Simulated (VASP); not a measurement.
Set up this calculation in VASP 6.6.1, as the native input.

- Task: relaxation of cell and atoms
- Functional: PBE
- Potentials or basis: VASP PAW PBE potentials, release 64 (Zn)
- Cutoff: 600 eV
- k mesh: 18 × 18 × 18
- Occupations: gaussian, width 0.1 eV
- Spin: no spin polarisation
- Dipole correction: no
- Further INCAR settings: ALGO = Normal; EDIFF = 1e-06; IBRION = 2; EDIFFG = -0.005; NSW = 100; ISIF = 3

The structure of Zn lies in POSCAR:

```
Zn
1.0
   -1.5690370000      1.5690370000      1.5690370000
    1.5690370000     -1.5690370000      1.5690370000
    1.5690370000      1.5690370000     -1.5690370000
Zn
1
Direct
    0.0000000000      0.0000000000      0.0000000000
```

This isn't the form of Zn at room conditions, which is hcp.

One way to write it, as run:

INCAR

```
SYSTEM = Zn
PREC = Accurate
ENCUT = 600
EDIFF = 1E-6
ISMEAR = 0
SIGMA = 0.1
LREAL = .FALSE.
LASPH = .TRUE.
NELM = 100
ALGO = Normal
ISIF = 3
LWAVE = .FALSE.
LCHARG = .FALSE.
GGA = PE
IBRION = 2
NSW = 100
EDIFFG = -0.005
```

KPOINTS

```
Automatic mesh
0
G
  18 18 18
  0 0 0
```

Potentials or basis: VASP PAW PBE potentials, release 64 (Zn).

Run with:

```sh
$ cat potpaw_PBE.64/Zn/POTCAR > POTCAR
$ mpirun -np 1 vasp_std > vasp.out
```

Results of the run:

* Relaxed volume: 15.43 Å³/atom
* Relaxed cell: a = 2.716 Å, b = 2.716 Å, c = 2.716 Å, α = 109.47°, β = 109.47°, γ = 109.47°
* Space group after relaxing (to 0.05 Å): Im-3m (No. 229)
* Energy gained by relaxing: 0.0 meV/atom
* Ionic steps: 3
* Pressure after relaxing: 0.0 GPa
* Band gap on the k mesh: none (metal or under the smearing width)

Run time: 38 s on 1 thread of AMD EPYC 7R43 64-Core Processor (Zen 3), on a shared host, peak memory 0.14 GiB.
